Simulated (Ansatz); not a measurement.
Zn2InGaO5: computed properties

Computed with DFT r2SCAN, scalar-relativistic, plane waves, PAW in Ansatz.

Plane waves to 500 eV, a k mesh through Γ of 12×12×2 on the computed 18-atom cell and Gaussian smearing (0.02 eV); no spin polarisation.

The structure is relaxed at this level of theory with its symmetry kept. Whether it is the stable form of this composition wasn't checked.

```
Zn In Ga O
1.0
     3.29948    0.00000    0.00000
    -1.64974    2.85743    0.00000
     0.00000    0.00000   22.37535
Zn In Ga O
4 2 2 10
Cartesian
  0.0000 1.9050 14.2234
  0.0000 1.9050 19.3397
  1.6497 0.9525 3.0357
  1.6497 0.9525 8.1520
  0.0000 0.0000 11.1877
  0.0000 0.0000 0.0000
  0.0000 0.0000 16.7815
  0.0000 0.0000 5.5938
  0.0000 1.9050 12.2660
  0.0000 0.0000 14.8189
  0.0000 1.9050 16.7815
  0.0000 0.0000 18.7441
  0.0000 1.9050 21.2971
  1.6497 0.9525 1.0783
  0.0000 0.0000 3.6312
  1.6497 0.9525 5.5938
  0.0000 0.0000 7.5564
  1.6497 0.9525 10.1094
```

**Question.** Formation energy from the elements' standard states (uncorrected)?

**Answer.** -1.827 eV/atom.

**Question.** Generalised Kohn–Sham band gap?

**Answer.** 1.82 eV, direct at Γ.

**Question.** Löwdin character of the top 1 eV of the valence band?

**Answer.** O 2p 81 %, Zn 3d 15 %.

**Question.** Löwdin character of the lowest 1 eV of the conduction band?

**Answer.** O 2s 25 %, Zn 4s 24 %, In 5s 20 %, O 2p 14 %, Ga 4s 11 %.

**Question.** Electron masses at the edge by Cartesian direction of the standard setting (m_e; degenerate bands sorted by energy; no spin-orbit coupling)?

**Answer.** x: 0.23; y: 0.23; z: 0.22.

**Question.** Hole masses at the edge by Cartesian direction of the standard setting (m_e; degenerate bands sorted by energy; no spin-orbit coupling)?

**Answer.** x: 2.3, 1.7, 3.1, 0.67; y: 2.3, 1.7, 3.1, 0.67; z: 17, 17, -13, -13.

**Question.** Bulk modulus?

**Answer.** 172 GPa.

**Question.** Its pressure derivative?

**Answer.** 4.5.

Cost: 11 runs of about 77 core-minutes in all, on Intel Xeon Platinum 8259CL (Skylake/Cascade Lake) (shared hosts).